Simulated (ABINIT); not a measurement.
# Ti (Im-3m) in ABINIT: notebook

Runs on Ti. Level: PBEsol. Tasks: relaxation of cell and atoms, single point.

All numbers are computed with ABINIT 10.8.3 (patched build); they aren't measurements. Logs are shortened: lines on timing, memory, paths and dates and some standing lists are left out, and cuts for length are marked. The log counts tension as positive stress, the text compression.

## 1. Starting point

Symmetry: Im-3m, No. 229, cubic system. The conventional cell has a = 3.282 Å, b = 3.282 Å, c = 3.282 Å, α = 90.00°, β = 90.00°, γ = 90.00°. Ti (site symmetry m-3m) is surrounded by 8 Ti at 2.84 Å.

This isn't the form of Ti at room conditions, which is hcp.

## 2. Relaxation of cell and atoms, PBEsol

run.abi

```
# Pseudopotentials
pp_dirpath "./"
pseudos "Ti.upf"

# Structure
acell 5.3711598245 5.3711598245 5.3711598245
rprim
    -0.5773502692     0.5773502692     0.5773502692
     0.5773502692    -0.5773502692     0.5773502692
     0.5773502692     0.5773502692    -0.5773502692
ntypat 1
znucl 22
natom 1
typat 1
chkprim 0
chksymtnons 0
tolsym 1.0e-6
xred
            0.0            0.0            0.0

# Plane-wave basis
ecut 1142.878222 eV
ecutsm 0.5

# k points
kptopt 1
ngkpt 8 8 8
nshiftk 1
shiftk 0.0 0.0 0.0

# Exchange and correlation
ixc -116133

# Bands and occupations
nband 10
occopt 3
tsmear 0.00183747

# SCF cycle
nstep 80
tolvrs 1.0e-12

# Output
iomode 3
prteig 0
prtebands 0
prtwf 0
prtden 0

# Relaxation
ionmov 2
optcell 2
ntime 50
tolmxf 2.0e-5
dilatmx 1.08
```

Potentials or basis: PseudoDojo NC SR PBEsol v0.4.1 standard.

The run is started by

```bash
mpirun --bind-to none -np 4 abinit run.abi > log 2>&1
```

run.abo:

```text
.Version 10.8.3 of ABINIT
 Symmetries : space group Im -3 m (#229); Bravais cI (body-center cubic)
================================================================================
 Values of the parameters that define the memory need of the present run
     intxc =       0    ionmov =       2      iscf =       7    lmnmax =       6
     lnmax =       6     mgfft =      36  mpssoang =       3    mqgrid =    3001
     natom =       1  nloc_mem =       1    nspden =       1   nspinor =       1
    nsppol =       1      nsym =      48    n1xccc =    2501    ntypat =       1
    occopt =       3   xclevel =       2
       mpw =        1974          nfft =       46656          nkpt =          29
================================================================================
================================================================================

--------------------------------------------------------------------------------
------------- Echo of variables that govern the present computation ------------
--------------------------------------------------------------------------------
 -outvars: echo values of preprocessed input variables --------
            acell      5.3711598245E+00  5.3711598245E+00  5.3711598245E+00 Bohr
              amu      4.78800000E+01
          chkprim           0
      chksymtnons           0
          dilatmx      1.08000000E+00
             ecut      4.20000000E+01 Hartree
           ecutsm      5.00000000E-01 Hartree
           ionmov           2
              ixc     -116133
         kptrlatt        8    0    0      0    8    0      0    0    8
          kptrlen      4.29692786E+01
            natom           1
            nband          10
            ngfft          36      36      36
             nkpt          29
            nstep          80
             nsym          48
            ntime          50
           ntypat           1
           occopt           3
          optcell           2
           prtden           0
        prtebands           0
           prteig           0
            prtwf           0
            rprim     -5.7735026920E-01  5.7735026920E-01  5.7735026920E-01
                       5.7735026920E-01 -5.7735026920E-01  5.7735026920E-01
                       5.7735026920E-01  5.7735026920E-01 -5.7735026920E-01
          spgroup         229
           tolmxf      2.00000000E-05
           tolsym      1.00000000E-06
           tolvrs      1.00000000E-12
           tsmear      1.83747000E-03 Hartree
            typat      1
            znucl       22.00000

================================================================================

 chkinp: Checking input parameters for consistency.

================================================================================
== DATASET  1 ==================================================================

--- !DatasetInfo
iteration_state: {dtset: 1, }
dimensions: {natom: 1, nkpt: 29, mband: 10, nsppol: 1, nspinor: 1, nspden: 1, mpw: 1974, }
cutoff_energies: {ecut:  42.0, pawecutdg:  -1.0, }
electrons: {nelect:   1.20000000E+01, charge:   0.00000000E+00, occopt:   3.00000000E+00, tsmear:   1.83747000E-03, }
meta: {optdriver: 0, ionmov: 2, optcell: 2, iscf: 7, paral_kgb: 0, }
...

 Real(R)+Recip(G) space primitive vectors, cartesian coordinates (Bohr,Bohr^-1):
 R(1)= -3.1010406  3.1010406  3.1010406  G(1)=  0.0000000  0.1612362  0.1612362
 R(2)=  3.1010406 -3.1010406  3.1010406  G(2)=  0.1612362  0.0000000  0.1612362
 R(3)=  3.1010406  3.1010406 -3.1010406  G(3)=  0.1612362  0.1612362  0.0000000
 Unit cell volume ucvol=  1.1928404E+02 bohr^3
 Angles (23,13,12)=  1.09471221E+02  1.09471221E+02  1.09471221E+02 degrees

 getcut: wavevector=  0.0000  0.0000  0.0000  ngfft=  36  36  36
         ecut(hartree)=     48.989   => boxcut(ratio)=   2.12726

--- Pseudopotential description ------------------------------------------------
- pspini: atom type   1  psp file is ./Ti.upf
  22.00000  12.00000  180301                  znucl, zion, pspdat
12 -116133 2 -1 1586                          pspcod,pspxc,lmax,lloc,mmax
     nproj     2     2     2

   1.77230422E+02                                ecore*ucvol(ha*bohr**3)
--------------------------------------------------------------------------------

================================================================================

=== [ionmov= 2] Broyden-Fletcher-Goldfarb-Shanno method (forces)
================================================================================

--- Iteration: ( 1/50) Internal Cycle: (1/1)
--------------------------------------------------------------------------------

---SELF-CONSISTENT-FIELD CONVERGENCE--------------------------------------------

--- !BeginCycle
iteration_state: {dtset: 1, itime: 1, icycle: 1, }
solver: {iscf: 7, nstep: 80, nline: 4, wfoptalg: 0, }
tolerances: {tolvrs: 1.00E-12, }
...

     iter   Etot(hartree)      deltaE(h)  residm     vres2
 ETOT  1  -59.251865821125    -5.925E+01 2.994E-01 7.616E+01
 ETOT  2  -59.283779078807    -3.191E-02 9.796E-02 7.204E+01
 ETOT  3  -59.296441234322    -1.266E-02 4.908E-03 1.875E-01
 ETOT  4  -59.296478037330    -3.680E-05 1.238E-03 1.365E-02
 ETOT  5  -59.296480319715    -2.282E-06 4.729E-04 7.444E-06
 ETOT  6  -59.296480324674    -4.959E-09 2.336E-04 1.221E-08
 ETOT  7  -59.296480324721    -4.727E-11 8.248E-05 2.682E-09
 ETOT  8  -59.296480324724    -3.070E-12 4.557E-05 9.098E-11
 ETOT  9  -59.296480324724     2.842E-13 1.676E-05 2.704E-13

 At SCF step    9       vres2   =  2.70E-13 < tolvrs=  1.00E-12 =>converged.

 Cartesian components of stress tensor (hartree/bohr^3)
  sigma(1 1)=  2.31345456E-04  sigma(3 2)=  0.00000000E+00
  sigma(2 2)=  2.31345456E-04  sigma(3 1)=  0.00000000E+00
  sigma(3 3)=  2.31345456E-04  sigma(2 1)=  0.00000000E+00

--- !ResultsGS
iteration_state: {dtset: 1, itime: 1, icycle: 1, }
comment   : Summary of ground state results
lattice_vectors:
- [ -3.1010406,   3.1010406,   3.1010406, ]
- [  3.1010406,  -3.1010406,   3.1010406, ]
- [  3.1010406,   3.1010406,  -3.1010406, ]
lattice_lengths: [   5.37116,    5.37116,    5.37116, ]
lattice_angles: [109.471, 109.471, 109.471, ] # degrees, (23, 13, 12)
lattice_volume:   1.1928404E+02
convergence: {deltae:  2.842E-13, res2:  2.704E-13, residm:  1.676E-05, diffor: null, }
etotal    :  -5.92964803E+01
entropy   :   0.00000000E+00
fermie    :   3.45070044E-01
cartesian_stress_tensor: # hartree/bohr^3
- [  2.31345456E-04,   0.00000000E+00,   0.00000000E+00, ]
- [  0.00000000E+00,   2.31345456E-04,   0.00000000E+00, ]
- [  0.00000000E+00,   0.00000000E+00,   2.31345456E-04, ]
pressure_GPa:  -6.8064E+00
xred      :
- [  0.0000E+00,   0.0000E+00,   0.0000E+00, Ti]
cartesian_forces: # hartree/bohr
- [ -0.00000000E+00,  -0.00000000E+00,  -0.00000000E+00, ]
force_length_stats: {min:   0.00000000E+00, max:   0.00000000E+00, mean:   0.00000000E+00, }
...
[... 361 lines left out ...]
---OUTPUT-----------------------------------------------------------------------

 Cartesian coordinates (xcart) [bohr]
  0.00000000000000E+00  0.00000000000000E+00  0.00000000000000E+00
 Reduced coordinates (xred)
  0.00000000000000E+00  0.00000000000000E+00  0.00000000000000E+00
 Cartesian forces (fcart) [Ha/bohr]; max,rms= 0.00000E+00 0.00000E+00 (free atoms)
 -0.00000000000000E+00 -0.00000000000000E+00 -0.00000000000000E+00
 Gradient of E wrt nuclear positions in reduced coordinates (gred)
 -0.00000000000000E+00 -0.00000000000000E+00 -0.00000000000000E+00
 Scale of Primitive Cell (acell) [bohr]
  5.25517318862947E+00  5.25517318862947E+00  5.25517318862947E+00
 Real space primitive translations (rprimd) [bohr]
 -3.03407565509333E+00  3.03407565509333E+00  3.03407565509333E+00
  3.03407565509333E+00 -3.03407565509333E+00  3.03407565509333E+00
  3.03407565509333E+00  3.03407565509333E+00 -3.03407565509333E+00
 Unitary Cell Volume (ucvol) [Bohr^3]=  1.11722130427625E+02
 Angles (23,13,12)= [degrees]
  1.09471220634491E+02  1.09471220634491E+02  1.09471220634491E+02
 Lengths [Bohr]
  5.25517318862947E+00  5.25517318862947E+00  5.25517318862947E+00
 Stress tensor in cartesian coordinates (strten) [Ha/bohr^3]
  1.45804030307617E-09  0.00000000000000E+00  0.00000000000000E+00
  0.00000000000000E+00  1.45804030307617E-09  0.00000000000000E+00
  0.00000000000000E+00  0.00000000000000E+00  1.45804030481089E-09
 Total energy (etotal) [Ha]= -5.92973991901669E+01

 Difference of energy with previous step (new-old):
           Absolute (Ha)=-2.73886E-09
           Relative     =-4.61885E-11

 At Broyd/MD step   5, gradients are converged :
  max grad (force/stress) = 1.4580E-07 < tolmxf= 2.0000E-05 ha/bohr (free atoms)

================================================================================

 ----iterations are completed or convergence reached----

 Mean square residual over all n,k,spin=   88.278E-16; max=  44.823E-14
 reduced coordinates (array xred) for    1 atoms
       0.000000000000      0.000000000000      0.000000000000
 rms dE/dt=  0.0000E+00; max dE/dt=  0.0000E+00; dE/dt below (all hartree)
    1       0.000000000000      0.000000000000      0.000000000000

 cartesian coordinates (angstrom) at end:
    1      0.00000000000000     0.00000000000000     0.00000000000000

 cartesian forces (hartree/bohr) at end:
    1     -0.00000000000000    -0.00000000000000    -0.00000000000000
 frms,max,avg= 0.0000000E+00 0.0000000E+00   0.000E+00  0.000E+00  0.000E+00 h/b

 cartesian forces (eV/Angstrom) at end:
    1     -0.00000000000000    -0.00000000000000    -0.00000000000000
 frms,max,avg= 0.0000000E+00 0.0000000E+00   0.000E+00  0.000E+00  0.000E+00 e/A
 length scales=  5.255173188629  5.255173188629  5.255173188629 bohr
              =  2.780917888885  2.780917888885  2.780917888885 angstroms
 Fermi (or HOMO) energy (hartree) =   0.37404   Average Vxc (hartree)=  -0.43969
 Eigenvalues (hartree) for nkpt=  29  k points:
 kpt#   1, nband= 10, wtk=  0.00195, kpt=  0.0000  0.0000  0.0000 (reduced coord)
  -1.68995   -0.80461   -0.80461   -0.80461    0.15281    0.41239    0.41239    0.41239
   0.48177    0.48177
      occupation numbers for kpt#   1
   2.00000    2.00000    2.00000    2.00000    2.00000    0.00000    0.00000    0.00000
   0.00000    0.00000
 prteigrs : prtvol=0 or 1, do not print more k-points.

--- !EnergyTerms
iteration_state     : {dtset: 1, itime: 5, icycle: 1, }
comment             : Components of total free energy in Hartree
kinetic             :  2.35454606042178E+01
hartree             :  1.17702659627245E+01
xc                  : -8.65638297049453E+00
Ewald energy        : -4.31803353230073E+01
psp_core            :  1.58635018134463E+00
local_psp           : -4.47989499636504E+01
non_local_psp       :  4.36840007026932E-01
internal            : -5.92967515018385E+01
'-kT*entropy'       : -6.47688328412708E-04
total_energy        : -5.92973991901669E+01
total_energy_eV     : -1.61356443274575E+03
band_energy         : -6.98675736819397E+00
...

 Cartesian components of stress tensor (hartree/bohr^3)
  sigma(1 1)=  1.45804030E-09  sigma(3 2)=  0.00000000E+00
  sigma(2 2)=  1.45804030E-09  sigma(3 1)=  0.00000000E+00
  sigma(3 3)=  1.45804030E-09  sigma(2 1)=  0.00000000E+00

-Cartesian components of stress tensor (GPa)         [Pressure= -4.2897E-05 GPa]
- sigma(1 1)=  4.28970267E-05  sigma(3 2)=  0.00000000E+00
- sigma(2 2)=  4.28970267E-05  sigma(3 1)=  0.00000000E+00
- sigma(3 3)=  4.28970268E-05  sigma(2 1)=  0.00000000E+00

== END DATASET(S) ==============================================================
================================================================================

 -outvars: echo values of variables after computation  --------
            acell      5.2551731886E+00  5.2551731886E+00  5.2551731886E+00 Bohr
           etotal     -5.9297399190E+01
            fcart     -0.0000000000E+00 -0.0000000000E+00 -0.0000000000E+00
            rprim     -5.7735026919E-01  5.7735026919E-01  5.7735026919E-01
                       5.7735026919E-01 -5.7735026919E-01  5.7735026919E-01
                       5.7735026919E-01  5.7735026919E-01 -5.7735026919E-01
           strten      1.4580403031E-09  1.4580403031E-09  1.4580403048E-09
                       0.0000000000E+00  0.0000000000E+00  0.0000000000E+00
 Calculation completed.
```

Run time: 22 s. Hardware: 4 MPI ranks of Arm Neoverse V1, shared host; peak memory 0.28 GiB.

What came out:

* Free energy: -1613.5644 eV
* Relaxed volume: 16.56 Å³/atom
* Relaxed cell: a = 2.781 Å, b = 2.781 Å, c = 2.781 Å, α = 109.47°, β = 109.47°, γ = 109.47°
* Space group after relaxing (to 0.05 Å): Im-3m (No. 229)
* Energy gained by relaxing: 25.0 meV/atom
* Ionic steps: 5
* Pressure after relaxing: 0.0 GPa
* Band gap on the k mesh: none (metal or under the smearing width)

Step by step:
```
step  energy change (eV)  largest force (eV/Å)  pressure (GPa)  volume (Å³)
   1              0.0000                0.0000           -6.81        17.68
   2             -0.0133                0.0000           -4.81        17.31
   3             -0.0250                0.0000            0.34        16.51
   4             -0.0250                0.0000           -0.01        16.56
   5             -0.0250                0.0000            0.00        16.56
```

Final structure:
```
Ti
1.0
    -1.60556    1.60556    1.60556
     1.60556   -1.60556    1.60556
     1.60556    1.60556   -1.60556
Ti
1
Direct
  0.00000 0.00000 0.00000
```

## 3. Single point, PBEsol (cell relaxed)

run.abi

```
pp_dirpath "./"
pseudos "Ti.upf"

acell 3*1.0 Angstrom
rprim
    -1.6055636900     1.6055636900     1.6055636900
     1.6055636900    -1.6055636900     1.6055636900
     1.6055636900     1.6055636900    -1.6055636900
ntypat 1
znucl 22
natom 1
typat 1
xcart
     0.0000000000     0.0000000000     0.0000000000 Angstrom
chkprim 0
chksymtnons 0
tolsym 1.0e-6

ecut 1142.878222 eV

kptopt 1
ngkpt 8 8 8
nshiftk 1
shiftk 0.0 0.0 0.0

ixc -116133

nband 10
occopt 3
tsmear 0.00183747

nstep 100
tolvrs 1.0e-10

iomode 3
prtwf 0
prtden 0
prteig 0
prtebands 0
enunit 2
```

Potentials or basis: PseudoDojo NC SR PBEsol v0.4.1 standard.

The run is started by

```bash
mpirun --bind-to none -np 4 abinit run.abi > log 2>&1
```

Run time: 4.2 s. Hardware: 4 MPI ranks of Arm Neoverse V1, shared host; peak memory 0.28 GiB.

Results (log left out):

```
Free energy                                           : -1613.5644 eV
Pressure                                              : 0.0 GPa
Band gap on the k mesh                                : none (metal or under the smearing width)
Valence electrons inside the program's atomic spheres : Ti 9.55 (radii [1.0584] Å)
```

Levels at points of the mesh, in eV from the Fermi level:
```
           k point  band 4  band 5  band 6  band 7  band 8  band 9
(0.00, 0.00, 0.00)  -32.07   -6.02    1.04    1.04    1.04    2.93
(0.50, 0.00, 0.00)  -32.08   -2.57   -0.44    1.30    2.93    3.30
(0.50, 0.50, 0.50)  -32.62   -2.27   -2.27    4.21    4.21    4.21
```
